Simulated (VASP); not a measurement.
# Te (P3_221) in VASP: reference runs

Reference runs on Te: the cell as given and a disturbed copy.

Program: VASP 6.6.1. These are calculated values, not measurements. Logs are shortened: lines on timing, memory, paths and dates and some standing lists are left out, and cuts for length are marked.

## (1) The crystal as given

Symmetry: P3_221, No. 154, trigonal system. Conventional cell: a = 4.447 Å, b = 4.447 Å, c = 5.915 Å, α = 90.00°, β = 90.00°, γ = 120.00°. Te (site symmetry 2) is surrounded by 2 Te at 2.86 Å.

## (2) Single point, PBE

Contents of INCAR:

```
SYSTEM = Te
  ALGO = Normal
  EDIFF = 1E-7
  ENCUT = 520
  GGA = PE
  ISIF = 2
  ISMEAR = -1
  LASPH = .TRUE.
  LCHARG = .FALSE.
  LREAL = .FALSE.
  LWAVE = .FALSE.
  NBANDS = 16
  NELM = 60
  PREC = Accurate
  SIGMA = 0.05
```

Contents of KPOINTS:

```
k-points
0
G
  7 7 5
  0 0 0
```

Contents of POSCAR:

```
Te
1.0
    4.4469300000      0.0000000000      0.0000000000
   -2.2234650000      3.8511543489      0.0000000000
    0.0000000000      0.0000000000      5.9149200000
Te
3
Direct
    0.7310000000      0.7310000000      0.5000000000
    0.0000000000      0.2690000000      0.8333333333
    0.2690000000      0.0000000000      0.1666666667
```

Potentials or basis: VASP PAW PBE potentials, release 64 (Te).

Run with:

```
cat potpaw_PBE.64/Te/POTCAR > POTCAR
mpirun -np 1 vasp_std > vasp.out
```

OUTCAR:

```text
SYSTEM = Te
   EDIFF = 1E-7
   ENCUT = 520
   GGA = PE
   ISIF = 2
   ISMEAR = -1
   LASPH = .TRUE.
   LREAL = .FALSE.
   NELM = 60
   PREC = Accurate

 ion  position               nearest neighbor table
   1  0.731  0.731  0.500-   3 2.86   2 2.86   3 3.46   2 3.46   2 3.46   3 3.46
   2  0.000  0.269  0.833-   1 2.86   3 2.86   1 3.46   1 3.46   3 3.46   3 3.46
   3  0.269  0.000  0.167-   1 2.86   2 2.86   1 3.46   1 3.46   2 3.46   2 3.46

  LATTYP: Found a hexagonal cell.
 ALAT       =     4.4469300000
 C/A-ratio  =     1.3301131342

  Lattice vectors:

 A1 = (   4.4469300000,   0.0000000000,   0.0000000000)
 A2 = (  -2.2234650000,   3.8511543489,   0.0000000000)
 A3 = (   0.0000000000,   0.0000000000,   5.9149200000)

Analysis of symmetry for initial positions (statically):
=====================================================================
 Subroutine PRICEL returns:
 Original cell was already a primitive cell.

 Routine SETGRP: Setting up the symmetry group for a
 hexagonal supercell.

 Subroutine GETGRP returns: Found  6 space group operations
 (whereof  2 operations were pure point group operations)
 out of a pool of 24 trial point group operations.

The static configuration has the point symmetry C_2 .
 The point group associated with its full space group is D_3 .

Analysis of symmetry for dynamics (positions and initial velocities):
=====================================================================
 Subroutine PRICEL returns:
 Original cell was already a primitive cell.

 Routine SETGRP: Setting up the symmetry group for a
 hexagonal supercell.

 Subroutine GETGRP returns: Found  6 space group operations
 (whereof  2 operations were pure point group operations)
 out of a pool of 24 trial point group operations.

The dynamic configuration has the point symmetry C_2 .
 The point group associated with its full space group is D_3 .

 Subroutine INISYM returns: Found  6 space group operations
 (whereof  2 operations are pure point group operations),
 and found     1 'primitive' translations

----------------------------------------------------------------------------------------

                                     Primitive cell

  volume of cell :     101.2978

  direct lattice vectors                    reciprocal lattice vectors
     4.446930000  0.000000000  0.000000000     0.224874239  0.129831202  0.000000000
    -2.223465000  3.851154349  0.000000000     0.000000000  0.259662405  0.000000000
     0.000000000  0.000000000  5.914920000     0.000000000  0.000000000  0.169063994

  length of vectors
[... 95 lines left out ...]
   IBRION =     -1    ionic relax: 0-MD 1-quasi-New 2-CG
   NFREE  =      0    steps in history (QN), initial steepest desc. (CG)
   ISIF   =      2    stress and relaxation
   ISYM   =      2    0-nonsym 1-usesym 2-fastsym
   POTIM  = 0.5000    time-step for ionic-motion
   TEBEG  =    0.0;   TEEND  =   0.0 temperature during run
   PSTRESS=    0.0 pullay stress
   NELECT =      18.0000    total number of electrons
   NUPDOWN=      -1.0000    fix difference up-down
   EMIN   =  10.00;   EMAX   =-10.00  energy-range for DOS
   EFERMI =   0.00;   METHOD = LEGACY
   ISMEAR =    -1;   SIGMA  =   0.05  broadening in eV -4-tet -1-fermi 0-gaus
   EFERMI_NEDOS =   21; number of points for ismear=-14 and -15
   IALGO  =     38    algorithm
   IMIX   =      4    mixing-type and parameters
     AMIX     =   0.40;   BMIX     =  1.00
     AMIX_MAG =   1.60;   BMIX_MAG =  1.00
  volume/ion in A,a.u.               =      33.77       227.86
  Fermi-wavevector in a.u.,A,eV,Ry     =   0.920377  1.739260 11.525405  0.847093
  Thomas-Fermi vector in A             =   2.045675
   LORBIT       =      0    0 simple, 1 ext, 2 COOP (PROOUT), +10 PAW based schemes
   GGA     = PE    functional components
   LHFCALC =     F    Hartree Fock is set to
   AEXX    =    0.0000 exact exchange contribution
   IVDW    =     0    specifies the selected vdW correction
   LEPSILON=     F    determine dielectric tensor
   LRPA    =     F    only Hartree local field effects (RPA)
 non-spin polarized calculation
  energy-cutoff  :      520.00
  volume of cell :      101.30
 maximum number of plane-waves:      2746
 NGX is ok and might be reduce to    36
   NGX = 17   NGY = 17   NGZ = 21

 number of electron      17.9999999 magnetization

 Free energy of the ion-electron system (eV)
  ---------------------------------------------------
  ext. energy  EPLUGINS =         0.00000000
  ---------------------------------------------------
  free energy    TOTEN  =        -9.41236868 eV

  energy without entropy =       -9.41227768  energy(sigma->0) =       -9.41232318

 E-fermi :   6.1981     XC(G=0):  -9.0920

 val. band max:        5.8540929667   @ k =   0.2857   0.2857   0.4000
 cond. band min:       6.4806093266   @ k =   0.0000   0.0000   0.4000
 fundamental gap:      0.6265163598
 Fermi energy:         6.1981121806

 k-point     1 :       0.0000    0.0000    0.0000
  band No.  band energies     occupation
      1      -7.6382      2.00000
      2      -4.3127      2.00000
      3      -4.3127      2.00000
      4       2.9365      2.00000
      5       3.2605      2.00000
      6       3.2605      2.00000
[... 585 lines left out ...]
      3      -4.0508      2.00000
      4       0.7620      2.00000
      5       1.0318      2.00000
      6       1.4306      2.00000
[... 8 lines left out ...]
     15      12.7002      0.00000
     16      13.1461      0.00000

------------------------ aborting loop because EDIFF is reached ----------------------------------------

  FORCE on cell =-STRESS in cart. coord.  units (eV):
  Direction    XX          YY          ZZ          XY          YZ          ZX
  --------------------------------------------------------------------------------------
  -------------------------------------------------------------------------------------
  Total        0.9620491      0.9620491      1.2960511      0.0000000     -0.0000000      0.0000000
  in kB       15.2162525     15.2162525     20.4989976      0.0000000     -0.0000000      0.0000000
  external PRESSURE =      16.9771676 kB  Pullay stress =       0.0000000 kB

 VOLUME and BASIS-vectors are now :
 -----------------------------------------------------------------------------
  energy-cutoff  :      520.00
  volume of cell :      101.30
      direct lattice vectors                 reciprocal lattice vectors
     4.446930000  0.000000000  0.000000000     0.224874239  0.129831202  0.000000000
    -2.223465000  3.851154349  0.000000000     0.000000000  0.259662405  0.000000000
     0.000000000  0.000000000  5.914920000     0.000000000  0.000000000  0.169063994

 POSITION                                       TOTAL-FORCE (eV/Angst)
 -----------------------------------------------------------------------------------
      1.62535      2.81519      2.95746        -0.092716     -0.160589      0.000000
     -0.59811      1.03596      4.92910        -0.092716      0.160589     -0.000000
      1.19622      0.00000      0.98582         0.185433      0.000000      0.000000
 -----------------------------------------------------------------------------------
    total drift:                               -0.000000      0.000000      0.000000

  FREE ENERGIE OF THE ION-ELECTRON SYSTEM (eV)
  ---------------------------------------------------
  free  energy   TOTEN  =        -9.4123686777 eV

  energy  without entropy=       -9.4122776756  energy(sigma->0) =       -9.41232318
```

Run time: 23 s. Hardware: 1 thread of AMD EPYC 9R45 (Zen 5), shared host; peak memory 0.21 GiB.

What came out:

* Free energy: -9.4124 eV
* Pressure: 1.7 GPa
* Largest force: 0.185 eV/Å
* Band gap on the k mesh: 0.63 eV, indirect (least direct gap 0.79 eV)

Forces in eV/Å, atoms in the order of the input:
```
Te  -0.093 -0.161  0.000
Te  -0.093  0.161  0.000
Te   0.185  0.000  0.000
```

Levels at points of the mesh, in eV from the valence-band top:
```
           k point  band 5  band 6  band 7  band 8  band 9  band 10  band 11  band 12  band 13  band 14
(0.00, 0.00, 0.00)   -2.59   -2.59   -1.53   -1.53   -0.70     1.17     1.17     1.77     5.11     5.11
```

Caveat: spin-orbit coupling is left out, which moves the levels of the heavy elements; an odd mesh through Γ misses points on the zone boundary, where band edges often lie.

## (3) Single point, PBE (atoms moved at random, drawn with an rms of 0.05 Å)

Contents of INCAR:

```
  PREC = Accurate
  ENCUT = 520
  EDIFF = 1E-7
  ISMEAR = -1
  SIGMA = 0.05
  LREAL = F
  LASPH = T
  NELM = 80
  ALGO = Normal
  ISIF = 2
  LWAVE = F
  LCHARG = T
  GGA = PE
  LELF = T
  LVHAR = T
  NBANDS = 16
```

Contents of KPOINTS:

```
Automatic mesh
0
Gamma
  7 7 5
```

Contents of POSCAR:

```
Te
1.0
    4.4469300000      0.0000000000      0.0000000000
   -2.2234650000      3.8511543489      0.0000000000
    0.0000000000      0.0000000000      5.9149200000
Te
3
Direct
    0.7315070000      0.7276460000      0.5030870000
   -0.0165460000      0.2460390000      0.8330880000
    0.2690910000      0.0005680000      0.1704580000
```

Potentials or basis: VASP PAW PBE potentials, release 64 (Te).

Run with:

```
cat potpaw_PBE.64/Te/POTCAR > POTCAR
mpirun -np 1 vasp_std > vasp.out
```

OUTCAR:

```text
PREC = Accurate
   ENCUT = 520
   EDIFF = 1E-7
   ISMEAR = -1
   LREAL = F
   LASPH = T
   NELM = 80
   ISIF = 2
   GGA = PE

 ion  position               nearest neighbor table
   1  0.732  0.728  0.503-   2 2.79   3 2.86   3 3.45   2 3.47   3 3.47   2 3.51
   2  0.983  0.246  0.833-   1 2.79   3 2.86   3 3.43   1 3.47   1 3.51   3 3.55
   3  0.269  0.001  0.170-   1 2.86   2 2.86   2 3.43   1 3.45   1 3.47   2 3.55

  LATTYP: Found a hexagonal cell.
 ALAT       =     4.4469300000
 C/A-ratio  =     1.3301131342

  Lattice vectors:
[... 978 lines left out ...]

  FORCE on cell =-STRESS in cart. coord.  units (eV):
  Direction    XX          YY          ZZ          XY          YZ          ZX
  --------------------------------------------------------------------------------------
  -------------------------------------------------------------------------------------
  Total        1.0233203      1.5426711      1.7639353     -0.0212174      0.4406870     -0.0183905
  in kB       16.1853493     24.3996635     27.8992898     -0.3355847      6.9701276     -0.2908741
  external PRESSURE =      22.8281009 kB  Pullay stress =       0.0000000 kB

 VOLUME and BASIS-vectors are now :
 -----------------------------------------------------------------------------
  energy-cutoff  :      520.00
  volume of cell :      101.30
      direct lattice vectors                 reciprocal lattice vectors
     4.446930000  0.000000000  0.000000000     0.224874239  0.129831202  0.000000000
    -2.223465000  3.851154349  0.000000000     0.000000000  0.259662405  0.000000000
     0.000000000  0.000000000  5.914920000     0.000000000  0.000000000  0.169063994

 POSITION                                       TOTAL-FORCE (eV/Angst)
 -----------------------------------------------------------------------------------
      1.63507      2.80228      2.97572        -0.156247     -0.346158     -0.138777
      3.82629      0.94753      4.92765        -0.042386      0.465298      0.201360
      1.19537      0.00219      1.00825         0.198634     -0.119140     -0.062584
 -----------------------------------------------------------------------------------
    total drift:                                0.000023     -0.000046      0.000045

  FREE ENERGIE OF THE ION-ELECTRON SYSTEM (eV)
  ---------------------------------------------------
  free  energy   TOTEN  =        -9.3864842456 eV

  energy  without entropy=       -9.3864108073  energy(sigma->0) =       -9.38644753
```

Run time: 1.8 min. Hardware: 1 thread of AMD EPYC 9R45 (Zen 5), shared host; peak memory 0.29 GiB.

What came out:

| Quantity | Value |
| --- | --- |
| Free energy | -9.3865 eV |
| Pressure | 2.3 GPa |
| Largest force | 0.509 eV/Å |
| Band gap on the k mesh | 0.61 eV, indirect (least direct gap 0.69 eV) |

Forces on the atoms (eV/Å):
```
Te  -0.156 -0.346 -0.139
Te  -0.042  0.465  0.201
Te   0.199 -0.119 -0.063
```

Caveat: spin-orbit coupling is left out, which moves the levels of the heavy elements; an odd mesh through Γ misses points on the zone boundary, where band edges often lie.
